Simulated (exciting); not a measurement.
Consider BeS, space group F-43m.

```xyz
2
Lattice="0.0000 2.4250 2.4250 2.4250 0.0000 2.4250 2.4250 2.4250 0.0000" Properties=species:S:1:pos:R:3 pbc="T T T"
S     3.6375    3.6375    3.6375
Be    0.0000    0.0000    0.0000
```

Absorber: atom 2, with 4 S at 2.10 Å (tetrahedral, site symmetry -43m). Method: exciting, all-electron LAPW+lo, PBEsol, exchange and screened direct term (singlet BSE), 6×6×6 shifted k points, 13 conduction bands, |G+q| up to 3 bohr⁻¹, full RPA screening with nempty = 32, Lorentzian half width 0.45 eV.

The database entry behind the starting cell differs from later determinations by our own check (0.1 to 0.3 % short, probably kX units), so it need not match the best structure at ambient conditions.

What does the Be K spectrum look like, and is there a bound core exciton?

Bound core exciton? Yes on this mesh: the first bright state (over 5 % of the brightest) lies at -0.51 eV from the Kohn–Sham onset; weaker or dark states reach down to -0.64 eV. Maxima (height): 0.1 eV (1.00), 10.5 eV (0.27) and 12.7 eV (0.20).

Energy from the Kohn–Sham onset, core level to the lowest empty state found on the meshes used; Im ε in relative units:

| E (eV) | Im ε |
| --- | --- |
| -4.5 | 0.02 |
| -4.0 | 0.03 |
| -3.5 | 0.03 |
| -3.0 | 0.04 |
| -2.5 | 0.06 |
| -2.0 | 0.09 |
| -1.5 | 0.16 |
| -1.0 | 0.36 |
| -0.5 | 0.85 |
| 0.0 | 1.00 |
| 0.5 | 0.90 |
| 1.0 | 0.69 |
| 1.5 | 0.50 |
| 2.0 | 0.37 |
| 2.5 | 0.32 |
| 3.0 | 0.28 |
| 3.5 | 0.26 |
| 4.0 | 0.26 |
| 4.5 | 0.26 |
| 5.0 | 0.26 |
| 5.5 | 0.25 |
| 6.0 | 0.23 |
| 6.5 | 0.24 |
| 7.0 | 0.23 |
| 7.5 | 0.22 |
| 8.0 | 0.21 |
| 8.5 | 0.21 |
| 9.0 | 0.22 |
| 9.5 | 0.23 |
| 10.0 | 0.24 |
| 10.5 | 0.27 |
| 11.0 | 0.24 |
| 11.5 | 0.20 |
| 12.0 | 0.18 |
| 12.5 | 0.19 |
| 13.0 | 0.19 |
| 13.5 | 0.16 |
| 14.0 | 0.14 |
| 14.5 | 0.12 |
| 15.0 | 0.12 |
| 15.5 | 0.13 |
| 16.0 | 0.12 |
| 16.5 | 0.11 |
| 17.0 | 0.10 |
| 17.5 | 0.10 |

Binding energies aren't converged on 216 k points. The kernel cutoff is low for a compact core orbital, so the effect of exchange is a lower bound. The zero comes from the shifted mesh, which comes near the band minimum without meeting it. The structure is a published determination, not relaxed.

[Banner, clock and machine lines of the logs are left out without a mark of their own.]

[Logs are printed without paths, hosts, clocks, repeated set-up lines and the standing remarks that a program may print on its own settings, such as how far it seeks lower states.]

[Hosts, paths, dates, database ids (printed as entryN), source tags and the programs' standing remarks are cut or masked in the printed files.]
